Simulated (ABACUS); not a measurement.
# Mo: equation of state with BP86

The system is Mo.

```
Mo
1.0
    -1.58381    1.58381    1.58381
     1.58381   -1.58381    1.58381
     1.58381    1.58381   -1.58381
Mo
1
Cartesian
  0.0000 0.0000 0.0000
```

```yaml
Program: ABACUS 3.10.1
Task: equation of state
Functional: BP86
Potentials_or_basis: PseudoDojo NC SR 0.4.1 PBE standard
Cutoff: 1102 eV
Density_cutoff: 4408 eV
Basis: plane waves
k_mesh: 10 × 10 × 10
Occupations: fermi-dirac, width 0.05 eV
Spin: no spin polarisation
```

```json
{
  "Equilibrium volume": "15.85 Å³/atom",
  "Bulk modulus": "254 GPa",
  "Pressure derivative of the bulk modulus": "4.5 (rough: it moves with the points fitted)"
}
```

Energy against volume, from the lowest point:
```tsv
volume (Å³/atom)	energy (meV/atom)
14.938	42.07
15.574	0.00
16.209	2.49
16.845	40.69
```

All runs of the series together: 9.8 s on 4 threads of Intel(R) Xeon(R) Platinum 8559C (Emerald Rapids) (shared host).

Caveat: the potentials were made for another functional, which shifts forces and pressure.
